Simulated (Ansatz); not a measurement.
# CdO, a database entry at a rescaled volume

```yaml
crystal:
  lattice:
    - [0.00000, 2.35912, 2.35912]
    - [2.35912, 0.00000, 2.35912]
    - [2.35912, 2.35912, 0.00000]
  atoms:
    - { symbol: Cd, position: [0.00000, 0.00000, 0.00000] }
    - { symbol: O, position: [0.50000, 0.50000, 0.50000] }
```

The numbers come from plane-wave PAW DFT (Ansatz): PBE, no spin polarisation, 420 eV, 12×12×12 Γ-centred k points, fermi-dirac occupations (width 0.1 eV). Nothing was relaxed.

Describe some of the short contacts.

Cd–O at 2.36 Å: least valence density 0.34 e/Å³ and ELF 0.13 there. These are pseudo-fields; inside the PAW spheres they differ from the all-electron ones.

Is it stable against the elements?

-1.00 eV an atom against the elements' usual phases (free molecules for gases, crystals otherwise, with no correction for O₂ or N₂), so it is bound against them; other compounds may still compete. Relaxing would lower it.

Give the Bader charges.

Bader charges in e: Cd +1.17, O -1.17. In the mean Cd gives up most and O takes most.

Is there a gap?

It is a semimetal on this mesh, with about 0.011 states/eV a cell as the mean within 0.25 eV of the Fermi level.

Origin: a database entry at a rescaled volume.
